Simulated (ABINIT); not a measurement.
# C (P1) in ABINIT: single point with LDA

Aim: the single point of C with LDA.

Everything below comes from runs of ABINIT 10.8.3 (patched build). Logs are shortened: lines on timing, memory, paths and dates and some standing lists are left out, and cuts for length are marked. The log counts tension as positive stress, the text compression.

**1. The cell of the first run**

The typed cell holds 4 atoms: a = 2.067 Å, b = 2.625 Å, c = 6.173 Å, α = 91.31°, β = 95.27°, γ = 105.23°.

**2. Single point, LDA (cell squeezed)**

File run.abi:

```
pp_dirpath "./"
pseudos "C.hgh"

acell 2.0666654052 2.6246971036 6.1733102429 Angstrom
rprim
    -0.8234765969     0.5658234048    -0.0415952996
     0.7636330746     0.6451043843    -0.0265492142
     0.0601724897    -0.1473669665    -0.9872498411
ntypat 1
znucl 6
natom 4
typat 1 1 1 1
xred
     0.1674422400     0.3388446600     0.4981347300
     0.1679222400     0.8353519700     0.9976839800
     0.8349259300     0.1679908300     0.0036010300
     0.8297095900     0.6578125400     0.5005802500
chkprim 0
chksymtnons 0
tolsym 1.0e-6

ecut 53.0

kptopt 1
ngkpt 10 8 3
nshiftk 1
shiftk 0.0 0.0 0.0

ixc 7

nband 12
occopt 3
tsmear 0.00183747

nstep 100
tolvrs 1.0e-10

iomode 3
prtwf 0
prteig 0
prtebands 0
prtden 1
prtvha 1
prtvclmb 1
prtpot 1
prtelf 1
```

Potentials or basis: HGH LDA.

Started as:

```
$ abinit run.abi > log 2>&1
```

run.abo:

```text
.Version 10.8.3 of ABINIT
 Symmetries : space group P1 (#  1); Bravais aP (primitive triclinic)
================================================================================
 Values of the parameters that define the memory need of the present run
     intxc =       0    ionmov =       0      iscf =       7    lmnmax =       1
     lnmax =       1     mgfft =      80  mpssoang =       2    mqgrid =    3803
     natom =       4  nloc_mem =       1    nspden =       1   nspinor =       1
    nsppol =       1      nsym =       1    n1xccc =       0    ntypat =       1
    occopt =       3   xclevel =       1
       mpw =        4029          nfft =       77760          nkpt =         122
================================================================================
================================================================================

--------------------------------------------------------------------------------
------------- Echo of variables that govern the present computation ------------
--------------------------------------------------------------------------------
 -outvars: echo values of preprocessed input variables --------
            acell      3.9054316097E+00  4.9599586893E+00  1.1665865649E+01 Bohr
              amu      1.20110000E+01
          chkprim           0
      chksymtnons           0
             ecut      5.30000000E+01 Hartree
                       outvar_i_n : Printing only first  50 k-points.
              ixc           7
                       outvar_i_n : Printing only first  50 k-points.
         kptrlatt       10    0    0      0    8    0      0    0    3
          kptrlen      3.49975969E+01
            natom           4
            nband          12
            ngfft          27      36      80
             nkpt         122
            nstep         100
             nsym           1
           ntypat           1
                       prtocc : prtvol=0, do not print more k-points.
           occopt           3
        prtebands           0
           prteig           0
           prtelf           1
           prtpot           1
         prtvclmb           1
           prtvha           1
            prtwf           0
            rprim     -8.2347659690E-01  5.6582340480E-01 -4.1595299600E-02
                       7.6363307460E-01  6.4510438430E-01 -2.6549214200E-02
                       6.0172489700E-02 -1.4736696650E-01 -9.8724984110E-01
          spgroup           1
           tolsym      1.00000000E-06
           tolvrs      1.00000000E-10
           tsmear      1.83747000E-03 Hartree
            typat      1  1  1  1
                       outvars : Printing only first  50 k-points.
           xangst      5.7922539030E-01  3.1636045352E-01 -3.0739375678E+00
                       1.7591251301E+00  7.0314878350E-01 -6.1531299072E+00
                      -1.0828765918E+00  1.2575020492E+00 -1.0542626018E-01
                       9.2362810377E-02  1.6286472456E+00 -3.1679997412E+00
            xcart      1.0945773528E+00  5.9783461422E-01 -5.8089001314E+00
                       3.3242647171E+00  1.3287586266E+00 -1.1627730342E+01
                      -2.0463401867E+00  2.3763344758E+00 -1.9922675822E-01
                       1.7454041583E-01  3.0776972500E+00 -5.9866518778E+00
             xred      1.6744224000E-01  3.3884466000E-01  4.9813473000E-01
                       1.6792224000E-01  8.3535197000E-01  9.9768398000E-01
                       8.3492593000E-01  1.6799083000E-01  3.6010300000E-03
                       8.2970959000E-01  6.5781254000E-01  5.0058025000E-01
            znucl        6.00000

================================================================================

 chkinp: Checking input parameters for consistency.

================================================================================
== DATASET  1 ==================================================================

--- !DatasetInfo
iteration_state: {dtset: 1, }
dimensions: {natom: 4, nkpt: 122, mband: 12, nsppol: 1, nspinor: 1, nspden: 1, mpw: 4029, }
cutoff_energies: {ecut:  53.0, pawecutdg:  -1.0, }
electrons: {nelect:   1.60000000E+01, charge:   0.00000000E+00, occopt:   3.00000000E+00, tsmear:   1.83747000E-03, }
meta: {optdriver: 0, ionmov: 0, optcell: 0, iscf: 7, paral_kgb: 0, }
...

 Exchange-correlation functional for the present dataset will be:
  LDA: Perdew-Wang 92 LSD fit to Ceperley-Alder data - ixc=7
  J.P.Perdew and Y.Wang, PRB 45, 13244 (1992)

 Real(R)+Recip(G) space primitive vectors, cartesian coordinates (Bohr,Bohr^-1):
 R(1)= -3.2160315  2.2097846 -0.1624476  G(1)= -0.1709775  0.2007302 -0.0403841
[... 66 lines left out ...]
lattice_vectors:
- [ -3.2160315,   2.2097846,  -0.1624476, ]
- [  3.7875885,   3.1996911,  -0.1316830, ]
- [  0.7019642,  -1.7191632, -11.5171240, ]
lattice_lengths: [   3.90543,    4.95996,   11.66587, ]
lattice_angles: [ 91.313,  95.271, 105.231, ] # degrees, (23, 13, 12)
lattice_volume:   2.1685669E+02
convergence: {deltae:  1.918E-13, res2:  1.517E-12, residm:  7.443E-04, diffor: null, }
etotal    :  -2.25924741E+01
entropy   :   0.00000000E+00
fermie    :   3.21981232E-01
cartesian_stress_tensor: # hartree/bohr^3
- [ -6.21041316E-03,   3.64629244E-03,  -2.08099054E-04, ]
- [  3.64629244E-03,   2.94791586E-03,  -1.42064094E-04, ]
- [ -2.08099054E-04,  -1.42064094E-04,  -3.19846086E-05, ]
pressure_GPa:   3.2309E+01
xred      :
- [  1.6744E-01,   3.3884E-01,   4.9813E-01,  C]
- [  1.6792E-01,   8.3535E-01,   9.9768E-01,  C]
- [  8.3493E-01,   1.6799E-01,   3.6010E-03,  C]
- [  8.2971E-01,   6.5781E-01,   5.0058E-01,  C]
cartesian_forces: # hartree/bohr
- [ -1.08946704E-01,  -8.16948391E-03,  -3.48940384E-03, ]
- [ -7.12947449E-02,   7.13808364E-03,  -9.45577849E-03, ]
- [  7.12165659E-02,  -7.11664815E-03,   9.66409852E-03, ]
- [  1.09024883E-01,   8.14804842E-03,   3.28108382E-03, ]
force_length_stats: {min:   7.22207778E-02, max:   1.09378157E-01, mean:   9.07949128E-02, }
...

 Integrated electronic density in atomic spheres:
 ------------------------------------------------
 Atom  Sphere_radius  Integrated_density
    1        2.00000          4.91329965
    2        2.00000          4.84576979
    3        2.00000          4.85060346
    4        2.00000          4.92102399
================================================================================

 ----iterations are completed or convergence reached----

 Mean square residual over all n,k,spin=   12.601E-07; max=  74.435E-05
 reduced coordinates (array xred) for    4 atoms
       0.167442240000      0.338844660000      0.498134730000
       0.167922240000      0.835351970000      0.997683980000
       0.834925930000      0.167990830000      0.003601030000
       0.829709590000      0.657812540000      0.500580250000
 rms dE/dt=  2.6682E-01; max dE/dt=  4.3833E-01; dE/dt below (all hartree)
    1      -0.332889288062      0.438332528161      0.022229437430
    2      -0.246595051192      0.245957243409     -0.046600158576
    3       0.246331683090     -0.245688457913      0.049061789697
    4       0.333155825602     -0.438573652851     -0.024749761332

 cartesian coordinates (angstrom) at end:
    1      0.57922539030053     0.31636045351695    -3.07393756784003
    2      1.75912513008352     0.70314878350317    -6.15312990721863
    3     -1.08287659184225     1.25750204921090    -0.10542626017950
    4      0.09236281037664     1.62864724563632    -3.16799974117559

 cartesian forces (hartree/bohr) at end:
    1     -0.10894670389789    -0.00816948391266    -0.00348940383978
    2     -0.07129474491412     0.00713808364232    -0.00945577849498
    3      0.07121656592625    -0.00711664815128     0.00966409851936
    4      0.10902488288575     0.00814804842161     0.00328108381539
 frms,max,avg= 5.3503136E-02 1.0902488E-01  -6.695E-07 -1.414E-06 -1.104E-06 h/b

 cartesian forces (eV/Angstrom) at end:
    1     -5.60226476295960    -0.42009175328850    -0.17943235982296
    2     -3.66612318616762     0.36705501895620    -0.48623568013975
    3      3.66210306097549    -0.36595276168839     0.49694792649760
    4      5.60628488815172     0.41898949602069     0.16872011346511
 frms,max,avg= 2.7512419E+00 5.6062849E+00  -3.443E-05 -7.272E-05 -5.676E-05 e/A
 length scales=  3.905431609716  4.959958689267 11.665865649342 bohr
              =  2.066665405200  2.624697103600  6.173310242900 angstroms
 Fermi (or HOMO) energy (hartree) =   0.32198   Average Vxc (hartree)=  -0.41476
 Eigenvalues (hartree) for nkpt= 122  k points:
 kpt#   1, nband= 12, wtk=  0.00417, kpt=  0.0000  0.0000  0.0000 (reduced coord)
  -0.44310   -0.42250   -0.04773    0.06258    0.10682    0.12368    0.27581    0.28996
   0.32100    0.33899    0.47554    0.63828
      occupation numbers for kpt#   1
   2.00000    2.00000    2.00000    2.00000    2.00000    2.00000    2.00000    2.00000
   1.26015    0.00019    0.00000    0.00000
 prteigrs : prtvol=0 or 1, do not print more k-points.

--- !EnergyTerms
iteration_state     : {dtset: 1, }
comment             : Components of total free energy in Hartree
kinetic             :  1.80500173302011E+01
hartree             :  5.78813022187148E+00
xc                  : -7.01596545569082E+00
Ewald energy        : -1.84070691922470E+01
psp_core            : -5.00820904128210E-02
local_psp           : -2.27915662180935E+01
non_local_psp       :  1.83411549730077E+00
internal            : -2.25924199070707E+01
'-kT*entropy'       : -5.41980024925149E-05
total_energy        : -2.25924741050732E+01
total_energy_eV     : -6.14772539125471E+02
band_energy         : -5.10460427929668E-01
...

 Cartesian components of stress tensor (hartree/bohr^3)
  sigma(1 1)= -6.21041316E-03  sigma(3 2)= -1.42064094E-04
  sigma(2 2)=  2.94791586E-03  sigma(3 1)= -2.08099054E-04
  sigma(3 3)= -3.19846086E-05  sigma(2 1)=  3.64629244E-03

-Cartesian components of stress tensor (GPa)         [Pressure=  3.2309E+01 GPa]
- sigma(1 1)= -1.82716663E+02  sigma(3 2)= -4.17966995E+00
- sigma(2 2)=  8.67306790E+01  sigma(3 1)= -6.12248554E+00
- sigma(3 3)= -9.41019674E-01  sigma(2 1)=  1.07277627E+02

== END DATASET(S) ==============================================================
================================================================================

 -outvars: echo values of variables after computation  --------
            acell      3.9054316097E+00  4.9599586893E+00  1.1665865649E+01 Bohr
           etotal     -2.2592474105E+01
            fcart     -1.0894670390E-01 -8.1694839127E-03 -3.4894038398E-03
                      -7.1294744914E-02  7.1380836423E-03 -9.4557784950E-03
                       7.1216565926E-02 -7.1166481513E-03  9.6640985194E-03
                       1.0902488289E-01  8.1480484216E-03  3.2810838154E-03
            rprim     -8.2347659690E-01  5.6582340480E-01 -4.1595299600E-02
                       7.6363307460E-01  6.4510438430E-01 -2.6549214200E-02
                       6.0172489700E-02 -1.4736696650E-01 -9.8724984110E-01
           strten     -6.2104131599E-03  2.9479158626E-03 -3.1984608609E-05
                      -1.4206409395E-04 -2.0809905370E-04  3.6462924357E-03
           xangst      5.7922539030E-01  3.1636045352E-01 -3.0739375678E+00
                       1.7591251301E+00  7.0314878350E-01 -6.1531299072E+00
                      -1.0828765918E+00  1.2575020492E+00 -1.0542626018E-01
                       9.2362810377E-02  1.6286472456E+00 -3.1679997412E+00
             xred      1.6744224000E-01  3.3884466000E-01  4.9813473000E-01
                       1.6792224000E-01  8.3535197000E-01  9.9768398000E-01
                       8.3492593000E-01  1.6799083000E-01  3.6010300000E-03
                       8.2970959000E-01  6.5781254000E-01  5.0058025000E-01
 Calculation completed.
```

Wall time 87 s (1 thread of Intel Xeon 6975P-C (Granite Rapids), shared host); peak memory 0.15 GiB.

Results:

- Free energy: -614.7725 eV
- Pressure: 32.3 GPa
- Largest force: 5.624 eV/Å
- Band gap on the k mesh: none (metal or under the smearing width)
- All electrons inside the program's atomic spheres: C 4.91, 4.85, 4.92 (radii [1.0584] Å)

Forces on the atoms (eV/Å):
```
C   -5.602 -0.420 -0.179
C   -3.666  0.367 -0.486
C    3.662 -0.366  0.497
C    5.606  0.419  0.169
```

Caveat: HGH potentials are hard and often keep d shells in the core, so these values are rough.
